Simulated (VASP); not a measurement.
# CoO (Pm-3m) in VASP: equation of state

How stiff is CoO in PBE, and what volume does it want? The cell is scaled to several volumes.

Program: VASP 6.6.1. These are calculated values, not measurements. Logs are shortened: lines on timing, memory, paths and dates and some standing lists are left out, and cuts for length are marked.

**1. The crystal as given**

The structure is cubic, space group Pm-3m (No. 221). Conventional cell: a = 2.571 Å, b = 2.571 Å, c = 2.571 Å, α = 90.00°, β = 90.00°, γ = 90.00°. Co (site symmetry m-3m) has 8 O at 2.23 Å as nearest neighbours. Around O (site symmetry m-3m) lie 8 Co at 2.23 Å.

Measurements of this composition are mostly on another form, of space group No. 225.

**2. Equation of state, PBE, collinear spin, ferromagnetic start, 7.98 Å³/atom (volume scaled by 0.94)**

INCAR reads:

```
SYSTEM = CoO
PREC = Accurate
ENCUT = 520
EDIFF = 1E-7
ISMEAR = -1
SIGMA = 0.05
LREAL = .FALSE.
LASPH = .TRUE.
NELM = 150
ALGO = Normal
ISIF = 2
LWAVE = .FALSE.
LCHARG = .FALSE.
ISPIN = 2
MAGMOM = 2 0
LORBIT = 11
LMAXMIX = 4
GGA = PE
NBANDS = 18
```

KPOINTS reads:

```
regular mesh
0
G
  10 10 10
  0 0 0
```

POSCAR reads:

```
CoO
1.0
    2.5180518654      0.0000000000      0.0000000000
    0.0000000000      2.5180518654      0.0000000000
    0.0000000000      0.0000000000      2.5180518654
Co O
1 1
Direct
    0.0000000000      0.0000000000      0.0000000000
    0.5000000000      0.5000000000      0.5000000000
```

Potentials or basis: VASP PAW PBE potentials, release 64 (Co, O).

Started as:

```
$ cat potpaw_PBE.64/Co/POTCAR potpaw_PBE.64/O/POTCAR > POTCAR
$ mpirun -np 1 vasp_std > vasp.out
```

OUTCAR:

```text
SYSTEM = CoO
   PREC = Accurate
   ENCUT = 520
   EDIFF = 1E-7
   ISMEAR = -1
   LREAL = .FALSE.
   LASPH = .TRUE.
   NELM = 150
   ISIF = 2
   ISPIN = 2
   LORBIT = 11
   GGA = PE

 Found     56 irreducible k-points:

 Following reciprocal coordinates:
            Coordinates               Weight
  0.000000  0.000000  0.000000      1.000000
  0.100000  0.000000  0.000000      6.000000
  0.200000  0.000000  0.000000      6.000000
  0.300000  0.000000  0.000000      6.000000
  0.400000  0.000000  0.000000      6.000000
  0.500000  0.000000  0.000000      3.000000
   k-points           NKPTS =     56   k-points in BZ     NKDIM =     56   number of bands    NBANDS=     18
   number of dos      NEDOS =    301   number of ions     NIONS =      2
   total plane-waves  NPLWV =   8000
   dimension x,y,z NGX =    20 NGY =   20 NGZ =   20
   dimension x,y,z NGXF=    40 NGYF=   40 NGZF=   40
   ions per type =               1   1
   NGX,Y,Z   is equivalent  to a cutoff of  13.20, 13.20, 13.20 a.u.
   NGXF,Y,Z  is equivalent  to a cutoff of  26.41, 26.41, 26.41 a.u.
 SYSTEM =  CoO
   PREC   = accura    normal or accurate (medium, high low for compatibility)
   ISTART =      0    job   : 0-new  1-cont  2-samecut
   ICHARG =      2    charge: 1-file 2-atom 10-const
   ISPIN  =      2    spin polarized calculation?
   LNONCOLLINEAR =      F non collinear calculations
   LSORBIT =      F    spin-orbit coupling
   LASPH  =      T    aspherical Exc in radial PAW
   ENCUT  =  520.0 eV  38.22 Ry    6.18 a.u.   4.68  4.68  4.68*2*pi/ulx,y,z
   NELM   =    150;   NELMIN=  2; NELMDL= -5     # of ELM steps
   EDIFF  = 0.1E-06   stopping-criterion for ELM
   LREAL  =      F    real-space projection
   EDIFFG = 0.1E-05   stopping-criterion for IOM
   NSW    =      0    number of steps for IOM
   IBRION =     -1    ionic relax: 0-MD 1-quasi-New 2-CG
   NFREE  =      0    steps in history (QN), initial steepest desc. (CG)
   ISIF   =      2    stress and relaxation
   ISYM   =      2    0-nonsym 1-usesym 2-fastsym
   POTIM  = 0.5000    time-step for ionic-motion
   TEBEG  =    0.0;   TEEND  =   0.0 temperature during run
   PSTRESS=    0.0 pullay stress
   NELECT =      15.0000    total number of electrons
   NUPDOWN=      -1.0000    fix difference up-down
   EMIN   =  10.00;   EMAX   =-10.00  energy-range for DOS
   EFERMI =   0.00;   METHOD = LEGACY
   ISMEAR =    -1;   SIGMA  =   0.05  broadening in eV -4-tet -1-fermi 0-gaus
   EFERMI_NEDOS =   21; number of points for ismear=-14 and -15
   IALGO  =     38    algorithm
   IMIX   =      4    mixing-type and parameters
     AMIX     =   0.40;   BMIX     =  1.00
     AMIX_MAG =   1.60;   BMIX_MAG =  1.00
  volume/ion in A,a.u.               =       7.98        53.87
  Fermi-wavevector in a.u.,A,eV,Ry     =   1.603395  3.029978 34.978894  2.570876
  Thomas-Fermi vector in A             =   2.700065
   LORBIT       =     11    0 simple, 1 ext, 2 COOP (PROOUT), +10 PAW based schemes
   GGA     = PE    functional components
   LHFCALC =     F    Hartree Fock is set to
   AEXX    =    0.0000 exact exchange contribution
   IVDW    =     0    specifies the selected vdW correction
   LEPSILON=     F    determine dielectric tensor
   LRPA    =     F    only Hartree local field effects (RPA)
 spin polarized calculation
  energy-cutoff  :      520.00
  volume of cell :       15.97
 maximum number of plane-waves:       449
 NGX is ok and might be reduce to    20
   NGX =  9   NGY =  9   NGZ =  9

 number of electron      14.9999997 magnetization       2.9909106

 Free energy of the ion-electron system (eV)
  ---------------------------------------------------
  ext. energy  EPLUGINS =         0.00000000
  ---------------------------------------------------
  free energy    TOTEN  =       -12.25104342 eV

  energy without entropy =      -12.23746678  energy(sigma->0) =      -12.24425510

 E-fermi :  10.4211     XC(G=0): -13.6716

 val. band max:       10.3981889259   @ k =   0.5000   0.3000   0.0000
 cond. band min:      10.4225877402   @ k =   0.4000   0.3000   0.3000
 fundamental gap:      0.0243988143
 Fermi energy:        10.4210917237

 spin component 1

 k-point     1 :       0.0000    0.0000    0.0000
  band No.  band energies     occupation
      1     -11.0086      1.00000
      2       5.7019      1.00000
      3       5.7019      1.00000
      4       7.2413      1.00000
      5       7.2413      1.00000
      6       7.2413      1.00000
      7       7.9367      1.00000
      8       7.9367      1.00000
      9       7.9367      1.00000
     10      11.9910      0.00000
     11      26.6244      0.00000
     12      26.6244      0.00000
     13      32.2029      0.00000
     14      32.2029      0.00000
     15      32.2029      0.00000
     16      43.6055      0.00000
     17      43.6055      0.00000
     18      43.6055      0.00000

 k-point     2 :       0.1000    0.0000    0.0000
  band No.  band energies     occupation
      1     -10.8858      1.00000
      2       5.2728      1.00000
      3       5.7402      1.00000
      4       6.8078      1.00000
      5       6.8078      1.00000
      6       7.0802      1.00000
      7       7.9457      1.00000
      8       8.4061      1.00000
      9       8.4061      1.00000
     10      12.6307      0.00000
     11      26.1269      0.00000
     12      26.6578      0.00000
     13      31.9666      0.00000
     14      31.9666      0.00000
     15      32.7360      0.00000
     16      41.3033      0.00000
     17      42.2350      0.00000
     18      42.2350      0.00000

 k-point     3 :       0.2000    0.0000    0.0000
  band No.  band energies     occupation
      1     -10.5429      1.00000
      2       3.9017      1.00000
      3       5.8419      1.00000
      4       6.2301      1.00000
      5       6.2301      1.00000
      6       7.3767      1.00000
      7       7.9692      1.00000
      8       9.0843      1.00000
      9       9.0843      1.00000
     10      13.8885      0.00000
     11      24.7323      0.00000
     12      26.7558      0.00000
     13      31.2660      0.00000
     14      31.2660      0.00000
     15      34.3807      0.00000
     16      38.3810      0.00000
     17      41.2714      0.00000
     18      41.2714      0.00000

 k-point     4 :       0.3000    0.0000    0.0000
  band No.  band energies     occupation
      1     -10.0684      1.00000
      2       2.3439      1.00000
      3       5.7621      1.00000
      4       5.7621      1.00000
      5       5.9705      1.00000
      6       7.9983      1.00000
      7       8.0290      1.00000
      8       9.6908      1.00000
      9       9.6908      1.00000
     10      15.2098      0.00000
     11      22.8025      0.00000
     12      26.9046      0.00000
     13      30.3090      0.00000
     14      30.3090      0.00000
     15      36.0662      0.00000
     16      36.9866      0.00000
     17      41.2811      0.00000
     18      41.2811      0.00000

 k-point     5 :       0.4000    0.0000    0.0000
  band No.  band energies     occupation
      1      -9.6286      1.00000
      2       1.1685      1.00000
      3       5.4609      1.00000
      4       5.4609      1.00000
      5       6.0770      1.00000
      6       8.0220      1.00000
      7       8.6439      1.00000
      8      10.1166      0.99774
      9      10.1166      0.99774
     10      16.5257      0.00000
     11      20.8130      0.00000
     12      27.0578      0.00000
     13      29.5129      0.00000
     14      29.5129      0.00000
     15      34.5657      0.00000
     16      40.1036      0.00000
     17      41.7488      0.00000
     18      41.7488      0.00000

 k-point     6 :       0.5000    0.0000    0.0000
  band No.  band energies     occupation
      1      -9.4430      1.00000
      2       0.7268      1.00000
      3       5.3571      1.00000
      4       5.3571      1.00000
      5       6.1183      1.00000
      6       8.0311      1.00000
      7       8.8967      1.00000
      8      10.2714      0.95231
      9      10.2714      0.95231
     10      17.4212      0.00000
     11      19.6291      0.00000
     12      27.1275      0.00000
     13      29.2088      0.00000
     14      29.2088      0.00000
     15      34.0389      0.00000
     16      42.0169      0.00000
     17      42.0169      0.00000
     18      42.6130      0.00000

 [... further k-points ...]

 spin component 2

 k-point     1 :       0.0000    0.0000    0.0000
  band No.  band energies     occupation
      1     -10.3148      1.00000
      2       7.4305      1.00000
      3       7.4305      1.00000
      4       8.0772      1.00000
      5       8.0772      1.00000
      6       8.0772      1.00000
      7      10.9476      0.00003
      8      10.9476      0.00003
      9      10.9476      0.00003
     10      12.7204      0.00000
     11      27.1917      0.00000
     12      27.1917      0.00000
     13      33.0784      0.00000
     14      33.0784      0.00000
     15      33.0784      0.00000
     16      43.8058      0.00000
     17      43.8058      0.00000
     18      43.8058      0.00000

 k-point     2 :       0.1000    0.0000    0.0000
  band No.  band energies     occupation
      1     -10.1868      1.00000
      2       6.4844      1.00000
      3       7.4786      1.00000
      4       7.9391      1.00000
      5       7.9391      1.00000
      6       8.4169      1.00000
      7      10.9589      0.00002
      8      11.1179      0.00000
      9      11.1179      0.00000
     10      13.3887      0.00000
     11      26.7836      0.00000
     12      27.1931      0.00000
     13      32.8144      0.00000
     14      32.8144      0.00000
     15      33.4994      0.00000
     16      41.5319      0.00000
     17      42.5812      0.00000
     18      42.5812      0.00000

 k-point     3 :       0.2000    0.0000    0.0000
  band No.  band energies     occupation
      1      -9.8285      1.00000
      2       4.7581      1.00000
      3       7.6066      1.00000
      4       7.6263      1.00000
      5       7.6263      1.00000
      6       9.0718      1.00000
      7      10.9886      0.00001
      8      11.5234      0.00000
      9      11.5234      0.00000
     10      14.6705      0.00000
     11      25.5228      0.00000
     12      27.1967      0.00000
     13      32.0338      0.00000
     14      32.0338      0.00000
     15      34.9632      0.00000
     16      38.6833      0.00000
     17      41.7442      0.00000
     18      41.7442      0.00000

 k-point     4 :       0.3000    0.0000    0.0000
  band No.  band energies     occupation
      1      -9.3299      1.00000
      2       3.0547      1.00000
      3       7.3003      1.00000
      4       7.3003      1.00000
      5       7.7698      1.00000
      6       9.9231      0.99995
      7      11.0255      0.00001
      8      11.9813      0.00000
      9      11.9814      0.00000
     10      15.9574      0.00000
     11      23.6650      0.00000
     12      27.2013      0.00000
     13      30.9837      0.00000
     14      30.9837      0.00000
     15      36.4802      0.00000
     16      37.4619      0.00000
     17      41.8805      0.00000
     18      41.8805      0.00000

 k-point     5 :       0.4000    0.0000    0.0000
  band No.  band energies     occupation
      1      -8.8639      1.00000
      2       1.8019      1.00000
      3       7.0677      1.00000
      4       7.0677      1.00000
      5       7.9062      1.00000
      6      10.6920      0.00442
      7      11.0555      0.00000
      8      12.3367      0.00000
      9      12.3367      0.00000
     10      17.1677      0.00000
     11      21.7358      0.00000
     12      27.2047      0.00000
     13      30.1225      0.00000
     14      30.1225      0.00000
     15      35.1000      0.00000
     16      40.5428      0.00000
     17      42.4408      0.00000
     18      42.4408      0.00000

 k-point     6 :       0.5000    0.0000    0.0000
  band No.  band energies     occupation
      1      -8.6658      1.00000
      2       1.3328      1.00000
      3       6.9843      1.00000
      4       6.9843      1.00000
      5       7.9593      1.00000
      6      11.0098      0.00001
      7      11.0670      0.00000
      8      12.4712      0.00000
      9      12.4712      0.00000
     10      17.9177      0.00000
     11      20.6646      0.00000
     12      27.2060      0.00000
     13      29.7956      0.00000
     14      29.7956      0.00000
     15      34.6297      0.00000
     16      42.7438      0.00000
     17      42.7438      0.00000
     18      43.2113      0.00000

 [... further k-points ...]

------------------------ aborting loop because EDIFF is reached ----------------------------------------

  FORCE on cell =-STRESS in cart. coord.  units (eV):
  Direction    XX          YY          ZZ          XY          YZ          ZX
  --------------------------------------------------------------------------------------
  -------------------------------------------------------------------------------------
  Total        2.8792119      2.8792119      2.8792119      0.0000000      0.0000000      0.0000000
  in kB      288.9283770    288.9283770    288.9283770      0.0000000      0.0000000      0.0000000
  external PRESSURE =     288.9283770 kB  Pullay stress =       0.0000000 kB

 VOLUME and BASIS-vectors are now :
 -----------------------------------------------------------------------------
  energy-cutoff  :      520.00
  volume of cell :       15.97
      direct lattice vectors                 reciprocal lattice vectors
     2.518051865  0.000000000  0.000000000     0.397132408  0.000000000  0.000000000
     0.000000000  2.518051865  0.000000000     0.000000000  0.397132408  0.000000000
     0.000000000  0.000000000  2.518051865     0.000000000  0.000000000  0.397132408

 POSITION                                       TOTAL-FORCE (eV/Angst)
 -----------------------------------------------------------------------------------
      0.00000      0.00000      0.00000         0.000000      0.000000      0.000000
      1.25903      1.25903      1.25903         0.000000      0.000000      0.000000
 -----------------------------------------------------------------------------------
    total drift:                                0.000000      0.000000      0.000000

  FREE ENERGIE OF THE ION-ELECTRON SYSTEM (eV)
  ---------------------------------------------------
  free  energy   TOTEN  =       -12.2510434243 eV

  energy  without entropy=      -12.2374667816  energy(sigma->0) =      -12.24425510

 total charge

# of ion       s       p       d       tot
------------------------------------------
    1        0.330   0.432   7.245   8.007
    2        1.582   3.410   0.000   4.992
--------------------------------------------------
tot          1.911   3.842   7.245  12.999

 magnetization (x)

# of ion       s       p       d       tot
------------------------------------------
    1       -0.001   0.005   2.472   2.476
    2        0.024   0.436   0.000   0.460
--------------------------------------------------
tot          0.022   0.441   2.472   2.935
```

Wall time 27 s (1 thread of Intel Xeon Platinum 8488C (Sapphire Rapids), shared host); peak memory 0.15 GiB.

What came out:

* Free energy: -12.2510 eV
* Pressure: 28.9 GPa
* Band gap on the k mesh: none (metal or under the smearing width)
* Net moment: 2.99 μB per cell
* Site moments: Co +2.48; O +0.46 μB
* Valence electrons inside the program's atomic spheres: Co 8.01; O 4.99

Caveat: a cell with one magnetic atom can't hold antiferromagnetic order, which such compounds often take; semilocal functionals often make such compounds metallic where correlation or magnetic order opens a gap, which also shifts bond lengths.

**3. Equation of state, PBE, collinear spin, ferromagnetic start, 8.15 Å³/atom (volume scaled by 0.96)**

INCAR reads:

```
SYSTEM = CoO
PREC = Accurate
ENCUT = 520
EDIFF = 1E-7
ISMEAR = -1
SIGMA = 0.05
LREAL = .False.
LASPH = .True.
NELM = 100
ALGO = Normal
ISIF = 2
LWAVE = .False.
LCHARG = .False.
ISPIN = 2
MAGMOM = 2 0
LORBIT = 11
LMAXMIX = 4
GGA = PE
NBANDS = 18
```

KPOINTS reads:

```
regular mesh
0
Gamma
  10 10 10
  0 0 0
```

POSCAR reads:

```
CoO
1.0
    2.5357852092      0.0000000000      0.0000000000
    0.0000000000      2.5357852092      0.0000000000
    0.0000000000      0.0000000000      2.5357852092
Co O
1 1
Direct
    0.0000000000      0.0000000000      0.0000000000
    0.5000000000      0.5000000000      0.5000000000
```

Potentials or basis: VASP PAW PBE potentials, release 64 (Co, O).

Started as:

```
$ cat potpaw_PBE.64/Co/POTCAR potpaw_PBE.64/O/POTCAR > POTCAR
$ mpirun -np 1 vasp_std > vasp.out
```

Run time: 25 s. Hardware: 1 thread of Intel Xeon Platinum 8488C (Sapphire Rapids), shared host; peak memory 0.15 GiB.

It converged, with:

```
Free energy                                           : -12.3058 eV
Pressure                                              : 22.3 GPa
Band gap on the k mesh                                : none (metal or under the smearing width)
Net moment                                            : 3.00 μB per cell
Site moments                                          : Co +2.48; O +0.46 μB
Valence electrons inside the program's atomic spheres : Co 7.97; O 4.98
```

Caveat: a cell with one magnetic atom can't hold antiferromagnetic order, which such compounds often take; semilocal functionals often make such compounds metallic where correlation or magnetic order opens a gap, which also shifts bond lengths.

[end of part 1 of 2]
